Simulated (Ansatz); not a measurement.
## SrCl$_{2}$ under strains and displacements

Method: Ansatz 0.2.0, DFT PBE, scalar-relativistic, plane waves, PAW.

Plane waves to 420 eV, a k mesh through Γ of 6×6×6 on the computed 3-atom cell and Gaussian smearing (0.02 eV); no spin polarisation.

Reference cell:

```yaml
crystal:
  lattice:
    - [0.00000, 3.48550, 3.48550]
    - [3.48550, 0.00000, 3.48550]
    - [3.48550, 3.48550, 0.00000]
  atoms:
    - { symbol: Sr, position: [0.00000, 0.00000, 0.00000] }
    - { symbol: Cl, position: [0.25000, 0.25000, 0.25000] }
    - { symbol: Cl, position: [0.75000, 0.75000, 0.75000] }
```

Each variant moves atoms of this cell by the vectors given, if any (Å), and then applies a symmetric strain (tensor components, Cartesian axes). The reference cell isn't relaxed at this level. Energies are per atom at zero smearing, counted from the lowest variant. Pressure is positive in compression.

1. no strain; moves: Cl2 (0.180, -0.092, 0.098)
2. strain (xx yy zz yz xz xy, %) 2.31 2.31 2.31 0.00 0.00 0.00
3. no strain; moves: Cl2 (0.000, 0.225, 0.000)
4. strain (xx yy zz yz xz xy, %) 3.40 3.40 3.40 0.00 0.00 0.00
5. no strain; moves: Cl3 (0.072, 0.048, 0.025)
6. strain (xx yy zz yz xz xy, %) 1.63 1.91 3.27 -0.22 0.66 -0.44; moves: Sr1 (0.019, -0.019, 0.013); Cl2 (-0.009, 0.004, 0.019); Cl3 (-0.009, 0.014, -0.033)
7. strain (xx yy zz yz xz xy, %) -3.84 -3.84 -3.84 0.00 0.00 0.00
8. strain (xx yy zz yz xz xy, %) 1.63 2.02 4.83 1.07 -0.52 0.98; moves: Sr1 (-0.038, -0.025, -0.011); Cl2 (0.033, -0.046, -0.006); Cl3 (0.005, 0.071, 0.017)

```json
{"result": "A", "ΔE (meV/atom)": "70.7", "P (GPa)": "6.90", "largest force (eV/Å)": "0.00", "gap on mesh (eV)": "5.42"}
{"result": "B", "ΔE (meV/atom)": "0.0", "P (GPa)": "-1.19", "largest force (eV/Å)": "0.00", "gap on mesh (eV)": "5.09"}
{"result": "C", "ΔE (meV/atom)": "25.6", "P (GPa)": "1.57", "largest force (eV/Å)": "0.79", "gap on mesh (eV)": "5.29"}
{"result": "D", "ΔE (meV/atom)": "9.9", "P (GPa)": "-2.02", "largest force (eV/Å)": "0.00", "gap on mesh (eV)": "4.97"}
{"result": "E", "ΔE (meV/atom)": "13.5", "P (GPa)": "-1.41", "largest force (eV/Å)": "0.25", "gap on mesh (eV)": "4.94"}
{"result": "F", "ΔE (meV/atom)": "2.4", "P (GPa)": "1.15", "largest force (eV/Å)": "0.27", "gap on mesh (eV)": "5.34"}
{"result": "G", "ΔE (meV/atom)": "22.3", "P (GPa)": "1.50", "largest force (eV/Å)": "0.65", "gap on mesh (eV)": "5.28"}
{"result": "H", "ΔE (meV/atom)": "1.7", "P (GPa)": "-1.12", "largest force (eV/Å)": "0.10", "gap on mesh (eV)": "5.05"}
```

(1) Which variant gave which result?

## Answers

(1) A is 7, B is 2, C is 1, D is 4, E is 8, F is 5, G is 3, H is 6.